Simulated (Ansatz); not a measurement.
**KBr: moving Br off its site**

KBr, Fm-3m, a = 6.585 Å (as given, not relaxed at this level: 0.8 GPa). Ansatz: PBE, PAW, 420 eV, Γ-centred 6×6×6 mesh on 2 atoms, Gaussian smearing 0.05 eV; no spin polarisation.

```
K Br
1.0
     0.00000    3.29250    3.29250
     3.29250    0.00000    3.29250
     3.29250    3.29250    0.00000
K Br
1 1
Direct
  0.00000 0.00000 0.00000
  0.50000 0.50000 0.50000
```

Atom 2 (Br) moves by x along the unit vector (0.000, -0.707, -0.707), with its periodic images; all else is held. y is the free energy of the cell over the start, F the force along the path summed over the moved atoms. Symmetry makes y even in x.

```tsv
x (Å)	y (meV)	F (eV/Å)
-0.5000	?	?
-0.2500	40.4	0.33
0.0000	0.0	0.00
0.0625	2.5	-0.08
0.1250	9.9	-0.16
0.1875	22.5	-0.24
0.3125	63.9	-0.42
0.3750	93.3	-0.52
0.4375	129.1	-0.63
```

Q: Fit y = c2 x² + c4 x⁴ to the energies of the other rows, give the force constant, and predict energy and force of the missing row.

A: Least squares on the rows shown. y = 632.85 x² + 217.67 x⁴. The force constant is 2 c2 = 1.27 eV/Å² (for all images moving together, not for a lone atom). With two atoms in a cubic cell this is the optical mode at Γ without the LO field: ω = 521.5 √(2 c2/μ) = 115 cm⁻¹ for μ = 26.25 u. The force −dy/dx at the missing row is 0.74 eV/Å (computed 0.74). At x = -0.5000 the fit asked for gives 171.8 meV. The run gave 171.6 meV, so the fit is 0.2 meV too high, a small miss on the scale of the series.